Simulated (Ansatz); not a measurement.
The system is Si.

```
CELL_PARAMETERS angstrom
0.00000 2.72185 2.72185
2.72185 0.00000 2.72185
2.72185 2.72185 0.00000
ATOMIC_POSITIONS crystal
Si 0.50000 0.50000 0.50000
Si 0.75000 0.75000 0.75000
```

Base run:

- Program: Ansatz 0.2.0
- Functional: r2SCAN
- Potentials or basis: Ansatz PAW
- Cutoff: 500 eV
- Density cutoff: 2000 eV
- k mesh: 8 × 8 × 8
- Occupations: fermi-dirac, width 0.05 eV
- Spin: no spin polarisation

Its results: band gap on the k mesh 0.81 eV, indirect (least direct gap 2.74 eV); pressure 0.0 GPa.

Q: The run is repeated on the same cell with these changes: functional from r2SCAN to PBE; cutoff from 500 eV to 420 eV; density cutoff from 2000 eV to 1680 eV. What comes out?

A: Band gap on the k mesh 0.63 eV, indirect (least direct gap 2.56 eV); pressure 1.3 GPa.

r2SCAN gives the wider gap, since meta-GGAs in the generalised Kohn-Sham scheme recover part of the derivative discontinuity.

Caveats: the PAW data sets come from PBE, with cores solved anew for the run's functional, which leaves a small shift of forces and pressure (some runs).

A k mesh can miss the band edges.

Not every run made on this cell is shown here.
